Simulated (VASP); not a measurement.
## Si: relaxation of cell and atoms with PBEsol

The system is Si.

```
Si
1.0
     0.00000    2.71356    2.71356
     2.71356    0.00000    2.71356
     2.71356    2.71356    0.00000
Si
2
Cartesian
  4.0703 4.0703 4.0703
  2.7136 2.7136 2.7136
```

* Program: VASP 6.6.1
* Task: relaxation of cell and atoms
* Functional: PBEsol
* Potentials or basis: VASP PAW PBE potentials, release 64 (Si)
* Cutoff: 600 eV
* k mesh: 13 × 13 × 13
* Occupations: fermi-dirac, width 0.05 eV
* Spin: no spin polarisation
* Further INCAR settings: ALGO = Fast; EDIFF = 1e-06; IBRION = 2; EDIFFG = -0.005; NSW = 60; ISIF = 3

- Relaxed volume: 20.08 Å³/atom
- Relaxed cell: a = 3.844 Å, b = 3.844 Å, c = 3.844 Å, α = 60.00°, β = 60.00°, γ = 60.00°
- Space group after relaxing (to 0.05 Å): Fd-3m (No. 227)
- Energy gained by relaxing: 0.1 meV/atom
- Ionic steps: 3
- Pressure after relaxing: 0.0 GPa
- Band gap on the k mesh: 0.49 eV, indirect (least direct gap 2.52 eV)

The path:
```
step  energy change (eV)  largest force (eV/Å)  pressure (GPa)  volume (Å³)
   1              0.0000                0.0000            0.46        39.96
   2             -0.0001                0.0000           -0.33        40.30
   3             -0.0003                0.0000            0.00        40.15
```

Final structure:
```xyz
2
Lattice="0.0000 2.7178 2.7178 2.7178 0.0000 2.7178 2.7178 2.7178 0.0000" Properties=species:S:1:pos:R:3 pbc="T T T"
Si    4.0767    4.0767    4.0767
Si    2.7178    2.7178    2.7178
```

Levels at points of the mesh, in eV from the valence-band top:
```csv
k point,band 1,band 2,band 3,band 4,band 5,band 6,band 7,band 8
"(0.00, 0.00, 0.00)",-11.97,0.00,0.00,0.00,2.52,2.52,2.52,3.29
```

Run time: 82 s on 1 thread of AMD EPYC 7R43 64-Core Processor (Zen 3), on a shared host, peak memory 0.15 GiB.

Caveat: the PAW data sets were made with another functional, which shifts forces and pressure a little; an odd mesh through Γ misses points on the zone boundary, where band edges often lie.
